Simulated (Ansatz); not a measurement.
A (010) slab of ZrSi2 (Cmcm (No. 63)), 10 planes, outer planes Zr (top) and Si (bottom), with 12 atoms (Zr4Si8) in a surface cell of A = 13.436 Å², as cut from the bulk:

```yaml
crystal:
  lattice:
    - [3.65677, 0.00000, 0.00000]
    - [0.00000, 3.67426, 0.00000]
    - [0.00000, 0.00000, 27.45310]
  atoms:
    - { symbol: Si, position: [0.25000, 0.50000, 0.27319] }
    - { symbol: Si, position: [0.75000, 0.00000, 0.27344] }
    - { symbol: Zr, position: [0.75000, 0.50000, 0.35040] }
    - { symbol: Si, position: [0.25000, 0.00000, 0.37733] }
    - { symbol: Si, position: [0.75000, 0.00000, 0.43459] }
    - { symbol: Zr, position: [0.25000, 0.50000, 0.46152] }
    - { symbol: Si, position: [0.25000, 0.00000, 0.53848] }
    - { symbol: Si, position: [0.75000, 0.50000, 0.53873] }
    - { symbol: Zr, position: [0.75000, 0.00000, 0.61569] }
    - { symbol: Si, position: [0.25000, 0.50000, 0.64262] }
    - { symbol: Si, position: [0.75000, 0.50000, 0.69988] }
    - { symbol: Zr, position: [0.25000, 0.00000, 0.72681] }
```

Theory: DFT PBEsol, scalar-relativistic, plane waves, PAW (Ansatz 0.2.0). Settings: cutoff 420 eV, Γ-centred mesh 10×10×1 on the computed 12-atom cell, Gaussian smearing of 0.10 eV; no spin polarisation. A dipole correction removes the field between periodic images along c.

Against the same 12 atoms in the bulk, the slab as cut lies 3.949 eV higher and the relaxed slab 3.732 eV higher.

**Question.** Work out the surface energy before and after relaxation.

**Answer.** The slab has two faces, so γ = (E_slab − N·E_bulk)/(2A), the mean of both. As cut: 3.949/(2 × 13.436) = 0.1470 eV/Å², and 1 eV/Å² = 16.02 J/m², so γ = 2.35 J/m². Relaxed: 3.732/(2 × 13.436) = 0.1389 eV/Å² = 2.22 J/m². Relaxation recovers 5 % of the cost of cutting.

**Question.** What is the ideal work of this cut, per area?

**Answer.** Griffith's ideal work is 2γ: 4.71 J/m² if the new faces stay rigid, 4.45 J/m² if they relax. Other cuts parallel to this plane can cost less. One thickness was run, 10 planes, so γ can still shift with it.